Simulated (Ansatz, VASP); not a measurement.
# Two plane-wave programs on Os

```
Os
1.0
     2.73410    0.00000    0.00000
    -1.36705    2.36780    0.00000
     0.00000    0.00000    4.31970
Os
2
Cartesian
  1.3671 0.7893 3.2398
  0.0000 1.5785 1.0799
```

Alike in both runs: task relaxation of cell and atoms; functional PBE; k mesh 11 × 11 × 6; occupations fermi-dirac, width 0.05 eV; no spin polarisation.

|  | VASP | Ansatz |
| --- | --- | --- |
| version | VASP 6.6.1 | Ansatz 0.2.0 |
| potentials or method | VASP PAW PBE potentials, release 64 (Os_sv_GW) | Ansatz PAW |
| plane-wave cutoff (eV) | 630 | 420 |
| valence electrons in the cell | 32 | 32 |

Ansatz gave:

* gap on the k mesh at the Fermi level, each at its own relaxed structure (eV): none
* relaxed volume (Å³/atom): 14.28
* relaxed cell length with the largest relative difference (Å): 2.754
* energy change over the relaxation (meV/atom): -8

Q: Which values does VASP return?

A: gap on the k mesh at the Fermi level, each at its own relaxed structure (eV): none; relaxed volume (Å³/atom): 14.27; relaxed cell length with the largest relative difference (Å): 2.752; energy change over the relaxation (meV/atom): -7.

A gap of «none» marks a metal or a gap that the smearing closes.

Caveats: the plane-wave basis is chosen anew once the cell has moved, so the energies of steps on either side of that aren't comparable (Ansatz). Spin-orbit coupling is left out, which matters for the levels of Os. PBE usually gives volumes a little too large and moduli too small. Zero-point motion and thermal expansion aren't in these numbers.
